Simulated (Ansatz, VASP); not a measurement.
# SnSe: VASP beside Ansatz

```
Sn Se
1.0
     0.00000    3.01043    3.01043
     3.01043    0.00000    3.01043
     3.01043    3.01043    0.00000
Sn Se
1 1
Cartesian
  0.0000 0.0000 -0.5419
  3.0104 3.0104 3.5523
```

Change from the starting cell: shortest bond scaled by 0.64, PAW files.

Alike in both runs: task electric field gradients; functional PBE; k mesh 9 × 9 × 9; occupations fermi-dirac, width 0.05 eV; no spin polarisation.

```csv
,VASP,Ansatz
version,VASP 6.6.1,Ansatz 0.2.0
potentials or method,"VASP PAW PBE potentials, release 64 (Sn_d, Se)","PAW with Ansatz's default frozen-core files, scalar-relativistic"
plane-wave cutoff (eV),520,420
valence electrons in the cell,20,30
```

|  | VASP | Ansatz | Ansatz less VASP |
| --- | --- | --- | --- |
| pressure (GPa) | 42.2 | 42.1 | -0.11 |
| largest component of the traceless stress (GPa) | 73.84 | 73.69 | -0.150 |
| rms of the force components (eV/Å) | 11.698 | 11.678 | -0.0193 |
| Vzz of the field gradient on the site that differs most (V/Å²) | -148.5 | -95.0 | +53.56 |

Atom by atom the forces differ by 0.019 eV/Å (rms over components). The two sets of potentials don't hold the same shells in valence. Ansatz warned: «gradients_without_spin_orbit».

Caveats: so large a pressure means that the cell lies far from this level's equilibrium, or that cutoff or potentials fall short (VASP); forces of over 1 eV/Å show positions far from the minimum, so gaps and moduli don't describe the material at rest.
